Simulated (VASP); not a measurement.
A run of VASP 6.6.1:

The input INCAR:

```
PREC = Accurate
ENCUT = 600
EDIFF = 1E-7
ISMEAR = 0
SIGMA = 0.03
LREAL = False
LASPH = True
NELM = 120
ALGO = Normal
ISIF = 3
LWAVE = False
LCHARG = False
GGA = PS
IBRION = 2
NSW = 40
EDIFFG = -0.005
LATTICE_CONSTRAINTS = .TRUE. .TRUE. .FALSE.
KPAR = 2
```

File KPOINTS:

```
regular mesh
0
Gamma
  12 12 1
```

The input POSCAR:

```
BP
1.0
    3.2000000000      0.0000000000      0.0000000000
   -1.6000000000      2.7712812900      0.0000000000
    0.0000000000      0.0000000000     16.0000000000
B P
1 1
Direct
    0.3333330000      0.6666670000      0.5000000000
    0.6666670000      0.3333330000      0.5000000000
```

Potentials or basis: VASP PAW PBE potentials, release 64 (B, P).

Command:

```console
$ cat potpaw_PBE.64/B/POTCAR potpaw_PBE.64/P/POTCAR > POTCAR
$ mpirun -np 2 vasp_std > vasp.out
```

Hardware: 2 MPI ranks on Intel(R) Xeon(R) Platinum 8259CL CPU @ 2.50GHz (Skylake/Cascade Lake), on a shared host.

Question: Estimate the wall time of this run.

Answer: Run time: 80 s on 2 MPI ranks on Intel(R) Xeon(R) Platinum 8259CL CPU @ 2.50GHz (Skylake/Cascade Lake), on a shared host, peak memory 0.3 GiB a rank. Counts: scf iterations 31, k points 19, ion steps 3.
